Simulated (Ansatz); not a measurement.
GeO$_{2}$:
```
CELL_PARAMETERS angstrom
      4.98968     0.00000     0.00000
     -2.49484     4.32119     0.00000
      0.00000     0.00000     5.69160
ATOMIC_POSITIONS crystal
  Ge 0.45112 0.00000 0.33333
  Ge 0.00000 0.45112 0.66667
  Ge 0.54888 0.54888 0.00000
  O  0.39415 0.30479 0.24570
  O  0.69521 0.08936 0.57903
  O  0.91064 0.60585 0.91237
  O  0.30479 0.39415 0.75430
  O  0.08936 0.69521 0.42097
  O  0.60585 0.91064 0.08763
```

PBEsol (plane waves, PAW; program Ansatz) gives a gap of 3.36 eV without spin–orbit coupling, maximum off the standard path, at k = (0.000, 0.354, -0.094), minimum at Γ.

Q: What happens when spin–orbit coupling is switched on?

A: The gap hardly moves, to 3.36 eV; maximum off the standard path, at k = (0.000, 0.354, -0.104), minimum at Γ.

Space group P3_121. The PBEsol relaxation kept the symmetry of its start; of distortions, only those at the zone centre were tested.

Potentials: the later of the program's two PAW sets.
